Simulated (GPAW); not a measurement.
# InSe (C2/m) in GPAW: dielectric tensor with LDA

Aim: the dielectric tensor of InSe with LDA.

Everything below comes from runs of GPAW 26.7.0. Logs are shortened: lines on timing, memory, paths and dates and some standing lists are left out, and cuts for length are marked. The log counts tension as positive stress, the text compression.

### 1 The crystal as given

The structure is monoclinic, space group C2/m (No. 12). Conventional cell: a = 11.653 Å, b = 4.109 Å, c = 5.073 Å, α = 90.00°, β = 109.86°, γ = 90.00°. In (site symmetry m) is surrounded by 3 Se at 2.68 to 2.69 Å and 1 In at 2.80 Å. Se (site symmetry m) has 3 In at 2.68 to 2.69 Å as nearest neighbours.

The cell comes from a database or a generator and needn't be the stable form of this composition.

### 2 Dielectric tensor, LDA

run.py

```python
import numpy as np
from ase import Atoms
from ase.dft.bandgap import bandgap
from ase.io import write
from gpaw import GPAW, PW
from gpaw.response.df import DielectricFunction

atoms = Atoms(['In', 'In', 'Se', 'Se'],
              cell=[[5.8263928781, -2.054648955, 0.0],
                    [5.8263928781, 2.054648955, 0.0],
                    [-1.723233014, 0.0, 4.7713478577]],
              scaled_positions=[[0.88820325, 0.88820325, 0.04684136],
                                [0.11179675, 0.11179675, 0.95315864],
                                [0.66092759, 0.66092759, 0.66895562],
                                [0.33907241, 0.33907241, 0.33104438]],
              pbc=True)

calc = GPAW(mode=PW(450),
            xc='LDA',
            kpts={'size': (6, 6, 5), 'gamma': True},
            occupations={'name': 'fermi-dirac', 'width': 0.001},
            nbands=32,
            convergence={'density': 1e-06},
            maxiter=150,
            txt='gpaw.txt')
atoms.calc = calc
energy = atoms.get_potential_energy()
calc.write('gs.gpw')
write('result.traj', atoms)
print(f'Energy: {energy:.6f} eV')
print('Fermi level:', round(calc.get_fermi_level(), 4), 'eV')
print(f'Gap: {bandgap(calc)[0]:.4f} eV, direct: {bandgap(calc, direct=True)[0]:.4f} eV')

for size in [(6, 6, 5), (9, 9, 7)]:
    name = 'x'.join(str(n) for n in size)
    dense = calc.fixed_density(kpts={'size': size, 'gamma': True},
                               nbands=65, convergence={'bands': 59, 'eigenstates': 1e-7},
                               update_fermi_level=True, txt=f'dense-{name}.txt')
    dense.write(f'{name}.gpw', mode='all')
    df = DielectricFunction(f'{name}.gpw', frequencies=np.array([0.0]), hilbert=False, eta=0.001,
                            ecut=80, nbands=59, intraband=False, txt=f'df-{name}.txt')
    for xc in ['RPA', 'LR0.1', 'LR0.2']:
        for direction in ['x', 'y', 'z', [0, 1, 1], [1, 0, 1], [1, 1, 0]]:
            e0, e = df.get_macroscopic_dielectric_constant(xc=xc, direction=direction)
            print(f'{name} {xc} {direction}: {e0:.4f} without, {e:.4f} with local fields')
```

Potentials or basis: the program's PAW data sets (release 1.2.1) made for this functional, pw.

Started as:

```console
OMP_NUM_THREADS=1 python run.py
```

gpaw.txt:

```text
__  _  _
 | _ |_)|_||  |
 |__||  | ||/\| - 26.7.0

Input parameters:
  mode=PW(ecut=450.00000000000006),
  convergence={'density': 1e-06},
  kpts=MonkhorstPack(size=(6, 6, 5), gamma=True),
  maxiter=150,
  nbands=32,
  occupations=Occupations(name='fermi-dirac', width=0.001),
  xc=XC(name='LDA')

Diagonalizing LCAO Hamiltonian
Converting LCAO to pw mode

       In

                        Se

                Se

                                 In

Atoms  # Å, Bohr magnetons
|   | symbol |         x |         y |        z |    initial magnetic moments |
|---|--------|-----------|-----------|----------|-----------------------------|
| 0 |     In | 10.269324 |  0.000000 | 0.223496 | ( 0.0000,  0.0000,  0.0000) |
| 1 |     In | -0.339771 |  0.000000 | 4.547851 | ( 0.0000,  0.0000,  0.0000) |
| 2 |     Se |  6.548881 | -0.000000 | 3.191820 | ( 0.0000,  0.0000,  0.0000) |
| 3 |     Se |  3.380672 |  0.000000 | 1.579528 | ( 0.0000,  0.0000,  0.0000) |

Unit cell  # Å
| periodic |         x |         y |        z |  lengths |     angles |
|----------|-----------|-----------|----------|----------|------------|
|      yes |  5.826393 | -2.054649 | 0.000000 | 6.178061 | 108.684196 |
|      yes |  5.826393 |  2.054649 | 0.000000 | 6.178061 | 108.684196 |
|      yes | -1.723233 |  0.000000 | 4.771348 | 5.072996 |  38.849898 |

Number of symmetries: 4
Symmetry operations  # r_c * U_cc + t_c -> r_c
|   | kind |            matrix            |
|---|------|------------------------------|
| 0 |  E   |  1, 0, 0,  0, 1, 0,  0, 0, 1 |
| 1 |  σ   |  0, 1, 0,  1, 0, 0,  0, 0, 1 |
| 2 |  C2  |  0,-1, 0, -1, 0, 0,  0, 0,-1 |
| 3 |  i   | -1, 0, 0,  0,-1, 0,  0, 0,-1 |

BZ-sampling:
  Number of BZ points: 180
  Number of IBZ points: 55

  Monkhorst-Pack size: [6, 6, 5]
  Monkhorst-Pack shift: [0.08333333333333333, 0.08333333333333333, 0.0]

K-points  # in reciprocal-cell coordinates
|     |                                coordinates |     weight |
|-----|--------------------------------------------|------------|
|   0 | (  0.00000000,   0.00000000,   0.00000000) | 0.00555556 |
|   1 | (  0.00000000,   0.00000000,   0.20000000) | 0.01111111 |
|   2 | (  0.00000000,   0.00000000,   0.40000000) | 0.01111111 |
|   3 | (  0.16666667,  -0.16666667,   0.00000000) | 0.01111111 |
|   4 | (  0.16666667,  -0.16666667,   0.20000000) | 0.02222222 |
|   5 | (  0.16666667,  -0.16666667,   0.40000000) | 0.02222222 |
|   6 | (  0.16666667,   0.00000000,  -0.40000000) | 0.02222222 |
|   7 | (  0.16666667,   0.00000000,  -0.20000000) | 0.02222222 |
|   8 | (  0.16666667,   0.00000000,   0.00000000) | 0.02222222 |
|   9 | (  0.16666667,   0.00000000,   0.20000000) | 0.02222222 |
| ... |                                            |            |
|  54 | (  0.50000000,   0.50000000,   0.40000000) | 0.01111111 |

Plane wave coefficients: 2490
Cutoff: 450.00000000000006 eV

Spin-components: 1 (collinear spins)
Bands:           32
Projectors:      22
Spin-degeneracy: 2
Datatype:        complex128

Parallelization:
  kpt:    1
  domain: 1
  band:   1

Density:
  Valence electrons: 38.0
  Components: 1
  Grid points: [32 32 25]
  Charge: 0.0  # |e|

Potential:
  Grid points: [32 32 25]

species:
  In:
    name:    Indium
    Z:       49.0
    valence: 13
    core:    36
    charge:  0.0  # [|e|]
    compensation charges:
      type: gauss
      rc: 0.36  # [Å]
      lmax: 2
    cutoffs:
      filter: 2.09  # [Å]
      core: 2.48  # [Å]
    projectors
    | kind |    occ | energy [eV] | rcut [Å] |
    |------|--------|-------------|----------|
    |   5s |  2.000 |      -8.474 |    1.185 |
    |   5p |  1.000 |      -2.700 |    1.244 |
    |   4d | 10.000 |     -18.723 |    1.148 |
    |    s |        |      18.738 |    1.185 |
    |    p |        |      24.512 |    1.244 |
    |    d |        |       8.489 |    1.148 |

    Using partial waves for In as LCAO basis

  Se:
    name:    Selenium
    Z:       34.0
    valence: 6
    core:    28
    charge:  0.0  # [|e|]
    compensation charges:
      type: gauss
      rc: 0.27  # [Å]
      lmax: 2
    cutoffs:
      filter: 1.77  # [Å]
      core: 2.67  # [Å]
    projectors
    | kind |    occ | energy [eV] | rcut [Å] |
    |------|--------|-------------|----------|
    |   4s |  2.000 |     -17.472 |    0.847 |
    |   4p |  4.000 |      -6.656 |    1.005 |
    |    s |        |       9.739 |    0.847 |
    |    p |        |      20.555 |    1.005 |
    |    d |        |       0.000 |    0.847 |

    Using partial waves for Se as LCAO basis

Reference energy: -451702.928124  # eV

eigensolver:
  PPCG
  Converge bands: occupied
  niter=2

density mixing:
  MSR1-Mixer
  Pratt-step length: 0.05
  Maximum mixing coefficient: 0.75
  Old densities: 10
  SVD Regularization: 0.005
  Good broyden scale: 1.0
  Trust region scale: 1.0
  Backstep threshold: 4.0
  History deletion threshold: 6.0
  Fourier metric: weight=20.0, sigma=0.015

occupation numbers:
  Fermi-Dirac:
    width: 0.0010  # eV

poisson solver:
  ecut: 3600.0000000000005  # eV

xc functional:
  name: None

convergence criteria:
- Maximum integral of absolute [dens]ity change: 1e-06 electrons / valence electron
- Maximum [total energy] change in last 3 cyles: 0.0005 eV / valence electron
- Maximum integral of absolute [eigenst]ate change: 4e-08 eV^2 / valence electron
maximum number of iterations: 150

SCF iterations
|iter     | |      energy | eigst |  dens |
|---------|-|-------------|-------|-------|
|iter:   1| |  -17.334619 | -0.45 |       |
|iter:   2| |  -17.240584 | -2.30 | -1.24 |
|iter:   3| |  -16.890440 | -2.06 | -1.29 |
|iter:   4| |  -16.881346 | -3.35 | -1.83 |
|iter:   5| |  -16.880446c| -4.14 | -2.40 |
|iter:   6| |  -16.880440c| -5.37 | -3.08 |
|iter:   7| |  -16.880443c| -6.14 | -3.61 |
|iter:   8| |  -16.880444c| -7.04 | -4.09 |
|iter:   9| |  -16.880444c| -7.48c| -4.67 |
|iter:  10| |  -16.880444c| -8.03c| -5.37 |
|iter:  11| |  -16.880444c| -8.34c| -6.02c|

Converged in 11 steps
Energy contributions relative to reference atoms: (reference = -451702.928124)

Energy contributions:
  Kinetic:          34.675544
  Coulomb:         -33.338720
  Zero:              0.297623
  External:          0.000000
  Xc:              -18.514891
  Entropy:          -0.000000
  Spinorbit:         0.000000
  ----------------------------
  Free energy:     -16.880444
  Extrapolated:    -16.880444

dipole moment: (0.000073, -0.000000, 0.000035)  # |e|*Ang

Fermi level: 4.768
Eigenvalues  # (at kpt = [0.000, 0.000, 0.000])
| band index |      eig [eV] | occ [0-2] |
|------------|---------------|-----------|
|          0 |       -10.135 |     2.000 |
|        ... |               |           |
|         11 |        -7.282 |     2.000 |
|         12 |        -0.537 |     2.000 |
|         13 |         0.409 |     2.000 |
|         14 |         0.454 |     2.000 |
|         15 |         1.966 |     2.000 |
|         16 |         2.257 |     2.000 |
[... 8 lines left out ...]
|         25 |        10.877 |     0.000 |
|         26 |        12.432 |     0.000 |
|        ... |               |           |
|         31 |        15.112 |     0.000 |

Gap: 1.203 eV
Transition (v -> c):
  (s=0, k=52, n=18, [0.50, 0.50, 0.00]) -> (s=0, k=11, n=19, [0.17, 0.17, -0.40])
Direct/indirect transitions are different
Direct gap: 1.362 eV
Transition at: (s=0, k=35, n=18, [0.33, 0.33, -0.20])
# Writing to gs.gpw (mode='')
```

Wall time 14 min (1 thread of Arm Neoverse V2, shared host); peak memory 1.1 GiB.

Results:

- Free energy: -16.8804 eV
- Band gap on the k mesh: 1.20 eV, indirect (least direct gap 1.36 eV)
- Electronic dielectric tensor (diagonal): 13.26, 8.96, 7.55

Electronic dielectric tensor:
```
13.26  0.00 -0.43
 0.00  8.96  0.00
-0.43  0.00  7.55
```

Caveat: the long-wavelength limit can be off by a per cent or two; spin-orbit coupling is left out, which moves the levels of the heavy elements; an odd mesh through Γ misses points on the zone boundary, where band edges often lie; the program warned that so skewed a cell can give wrong results.
